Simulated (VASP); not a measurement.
Wanted: the native input for a VASP 6.6.1 run.

```yaml
Task: single point
Functional: r2SCAN
Potentials_or_basis: VASP PAW PBE potentials, release 64 (Se)
Cutoff: 520 eV
k_mesh: 18 × 18 × 18
Occupations: gaussian, width 0.05 eV
Spin: no spin polarisation
Dipole_correction: no
Further_INCAR_settings: ALGO = Normal; EDIFF = 1e-07; NBANDS = 9
```

Se:

```
Se
1.0
    -1.69327    1.69327    1.69327
     1.69327   -1.69327    1.69327
     1.69327    1.69327   -1.69327
Se
1
Direct
  0.00000 0.00000 0.00000
```

This isn't the form of Se at room conditions, which is trigonal, of chains.

The input as run:

POSCAR

```
Se
1.0
   -1.6932740277      1.6932740277      1.6932740277
    1.6932740277     -1.6932740277      1.6932740277
    1.6932740277      1.6932740277     -1.6932740277
Se
1
Direct
    0.0000000000      0.0000000000      0.0000000000
```

INCAR.step1

```
SYSTEM = Se
PREC = Accurate ; ENCUT = 520
ISMEAR = 0 ; SIGMA = 0.05
LREAL = .False. ; LASPH = .True.
NELM = 80 ; NBANDS = 9
GGA = PE ; ALGO = Normal
EDIFF = 1E-4 ; LWAVE = .True.
LCHARG = .False.
```

INCAR.step2

```
SYSTEM = Se
PREC = Accurate ; ENCUT = 520
EDIFF = 1E-7 ; ISMEAR = 0
SIGMA = 0.05 ; LREAL = .False.
LASPH = .True. ; NELM = 80
ALGO = Normal ; ISIF = 2
LWAVE = .False. ; LCHARG = .True.
METAGGA = R2SCAN ; LMIXTAU = .True.
LELF = .True. ; LVHAR = .True.
NBANDS = 9 ; ISTART = 1
```

KPOINTS

```
regular mesh
0
Gamma
  18 18 18
  0 0 0
```

Potentials or basis: VASP PAW PBE potentials, release 64 (Se).

Launch:

```sh
$ cat potpaw_PBE.64/Se/POTCAR > POTCAR
$ cp INCAR.step1 INCAR
$ mpirun -np 1 vasp_std > vasp.out
$ cp INCAR.step2 INCAR
$ mpirun -np 1 vasp_std > vasp.out
```

It gave:

```json
{"Pressure": "3.4 GPa", "Band gap on the k mesh": "none (metal or under the smearing width)"}
```

Caveat: the PAW data sets were made with another functional, which shifts forces and pressure a little.

Wall time 39 s on 1 thread of Intel(R) Xeon(R) 6975P-C (Granite Rapids) (shared host), peak memory 0.16 GiB.
